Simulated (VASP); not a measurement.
Write the native input for VASP 6.6.1 that does the following.

| Quantity | Value |
| --- | --- |
| Task | relaxation of cell and atoms |
| Functional | PBEsol |
| Potentials or basis | VASP PAW PBE potentials, release 64 (W_sv) |
| Cutoff | 520 eV |
| k mesh | 18 × 18 × 18 |
| Occupations | gaussian, width 0.1 eV |
| Spin | no spin polarisation |
| Further INCAR settings | ALGO = Fast; EDIFF = 1e-07; IBRION = 2; EDIFFG = -0.002; NSW = 80; ISIF = 3 |

The structure of W lies in POSCAR:

```
W                                       
1.0
   -1.5782066472      1.5782066472      1.5782066472
    1.5782066472     -1.5782066472      1.5782066472
    1.5782066472      1.5782066472     -1.5782066472
  W             
     1
Direct
     0.0000000000000000    0.0000000000000000    0.0000000000000000
```

One way to write it, as run:

INCAR

```
PREC = Accurate ; ENCUT = 520
EDIFF = 1E-7 ; ISMEAR = 0
SIGMA = 0.1 ; LREAL = False
LASPH = True ; NELM = 60
ALGO = Fast ; ISIF = 3
LWAVE = False ; LCHARG = False
GGA = PS ; IBRION = 2
NSW = 80 ; EDIFFG = -0.002
```

KPOINTS

```
Automatic mesh
0
Gamma
  18 18 18
```

Potentials or basis: VASP PAW PBE potentials, release 64 (W_sv).

Launch:

```console
$ cat potpaw_PBE.64/W_sv/POTCAR > POTCAR
$ mpirun -np 1 vasp_std > vasp.out
```

It gave:

```yaml
Pressure_after_relaxing: 0.0 GPa
Band_gap_on_the_k_mesh: none (metal or under the smearing width)
```

Caveat: the relaxation stopped at its first step, so nothing moved; the PAW data sets were made with another functional, which shifts forces and pressure a little.

Run time: 17 s on 1 thread of Intel(R) Xeon(R) Platinum 8559C (Emerald Rapids), with other jobs on the host, peak memory 0.15 GiB.
